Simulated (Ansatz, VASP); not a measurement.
## Two plane-wave programs on InP

```
In P
1.0
     0.00000    2.93050    2.93050
     2.93050    0.00000    2.93050
     2.93050    2.93050    0.00000
In P
1 1
Direct
  0.00000 0.00000 0.00000
  0.25000 0.25000 0.25000
```

Alike in both runs: task single point; functional LDA; k mesh 6 × 6 × 6; non-collinear spin, spin-orbit coupling.

```csv
,VASP,Ansatz
version,VASP 6.6.1,Ansatz 0.2.0
potentials or method,"VASP PAW LDA potentials, release 64 (In_d, P)","plane waves, PAW"
plane-wave cutoff (eV),520,517
occupations,"gaussian, width 0.01 eV",fixed
valence electrons in the cell,18,18
```

Ansatz gave:

```
gap on the k mesh at the Fermi level (eV) : 0.45
net moment per atom (μB)                  : 0.00
```

Problem. What did VASP give for the same quantities?

Solution. gap on the k mesh at the Fermi level (eV): 0.48; net moment per atom (μB): 0.00.
